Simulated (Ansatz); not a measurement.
## Compressing Ni₂Ge

Method: DFT r2SCAN, scalar-relativistic, plane waves, PAW (Ansatz 0.2.0). (500 eV cutoff, 12×12×8 k-mesh, Gaussian smearing of 0.10 eV, no spin polarisation)

The relaxed crystal:

```yaml
crystal:
  lattice:
    - [3.97814, 0.00000, 0.00000]
    - [-1.98907, 3.44517, 0.00000]
    - [0.00000, 0.00000, 5.03738]
  atoms:
    - { symbol: Ni, position: [0.66667, 0.33333, 0.25000] }
    - { symbol: Ni, position: [0.33333, 0.66667, 0.75000] }
    - { symbol: Ni, position: [0.00000, 0.00000, 0.00000] }
    - { symbol: Ni, position: [0.00000, 0.00000, 0.50000] }
    - { symbol: Ge, position: [0.66667, 0.33333, 0.75000] }
    - { symbol: Ge, position: [0.33333, 0.66667, 0.25000] }
```

Cell and atoms are relaxed at each pressure within the symmetry of the start, at zero temperature, so transitions that lower the symmetry aren't seen. The k-mesh given is that at zero pressure and may differ at others. a, b and c are the lengths of the cell vectors above.

```tsv
P (GPa)	V (Å³/atom)	V/V0	a (Å)	b (Å)	c (Å)
-3	11.69	1.016	3.996	3.996	5.072
0	11.51	1.000	3.978	3.978	5.037
3	11.34	0.985	3.961	3.961	5.007
8	11.08	0.963	3.936	3.936	4.958
15	10.78	0.937	3.903	3.903	4.902
30	10.25	0.891	3.845	3.845	4.804
```

What bulk modulus and pressure derivative fit these points?

A third-order Birch–Murnaghan fit gives B0 = 196 GPa and B0' = 4.8.

Which cell vector or vectors give way most up to 30 GPa?

c: the changes are a -3.4 %, b -3.4 %, c -4.6 %.